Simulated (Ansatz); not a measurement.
The calculation used DFT PBE, scalar-relativistic, plane waves, PAW in Ansatz 0.2.0. Settings: cutoff 420 eV, Γ-centred meshes spaced at most about 0.3 Å⁻¹, and about 0.25 Å⁻¹ or finer for metals (2π included), Gaussian smearing. No spin polarisation.

All energies are static (0 K, no zero-point motion).

Two relaxed structures of Bi₆Te:

A. Space group R-3m (No. 166), trigonal, a = 8.078 Å, c = 13.524 Å. Around Bi on its first site lie 4 Bi at 3.24 Å, 4 Bi at 4.04 Å and 2 Te at 4.04 Å; around Bi on its second site lie 2 Te at 3.24 Å, 4 Bi at 3.24 Å and 4 Bi at 4.04 Å; Te is surrounded by 6 Bi at 3.24 Å and 6 Bi at 4.04 Å.

B. Space group P-31m (No. 162), trigonal, a = 6.660 Å, c = 6.287 Å. Bi is surrounded by 6 Bi at 3.25–3.43 Å, 1 Te at 3.26 Å and 1 Te at 4.11 Å; Te is surrounded by 6 Bi at 3.26 Å and 6 Bi at 4.11 Å.

**Question.** Which is lower in energy, and by how much?

**Answer.** B is lower, by 112 meV/atom. A has space group R-3m (No. 166), 36.4 Å³/atom and no gap on its mesh; B has space group P-31m (No. 162), 34.5 Å³/atom and no gap. Counting Bi atoms around Te (those within 1.25 times the shortest such distance or 1.15 times the sum of covalent radii, 1.27 where that leaves under three; a plus sign parts nearer from farther groups), A has Te 6+6 and B has Te 6. The denser one is the lower, and pressure would at first widen the difference. Even the lower one lies +0.09 eV/atom against the reference forms of the elements (uncorrected), so neither is stable at this level. Both come from invented guesses. The lowest form computed isn't among them: it has space group R-3m (No. 166), 35.0 Å³/atom and lies 78 meV/atom below the best shown.

Spin–orbit coupling, which can matter for Bi and Te, is left out. Cells relaxed within their symmetry can be saddle points. Some types were kept out of the candidates beforehand, so the set may lack a known form.
